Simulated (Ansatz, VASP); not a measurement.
KBr: VASP beside Ansatz

```
CELL_PARAMETERS angstrom
0.00000 3.02910 3.29250
3.02910 0.00000 3.29250
3.02910 3.02910 0.00000
ATOMIC_POSITIONS crystal
K 0.00000 0.00000 0.00000
Br 0.50000 0.50000 0.50000
```

Change from the starting cell: strain -0.080 along x and y, +0.000 along z, atoms carried along.

Alike in both runs: task single point; functional PBEsol; k mesh 6 × 6 × 6; occupations gaussian, width 0.05 eV; no spin polarisation.

|  | VASP | Ansatz |
| --- | --- | --- |
| version | VASP 6.6.1 | Ansatz 0.2.0 |
| potentials or method | VASP PAW PBE potentials, release 64 (K_sv, Br) | scalar-relativistic, plane waves, PAW |
| plane-wave cutoff (eV) | 520 | 420 |
| valence electrons in the cell | 16 | 16 |

|  | VASP | Ansatz | Ansatz less VASP |
| --- | --- | --- | --- |
| gap on the k mesh at the Fermi level (eV) | 4.67 | 4.67 | +0.005 |
| least direct gap on the mesh (eV) | 4.67 | 4.67 | +0.005 |
| pressure (GPa) | 4.0 | 3.9 | -0.13 |
| largest component of the traceless stress (GPa) | 3.40 | 3.33 | -0.066 |

Caveats: the PAW data sets were made with another functional, which shifts forces and pressure a little (VASP).
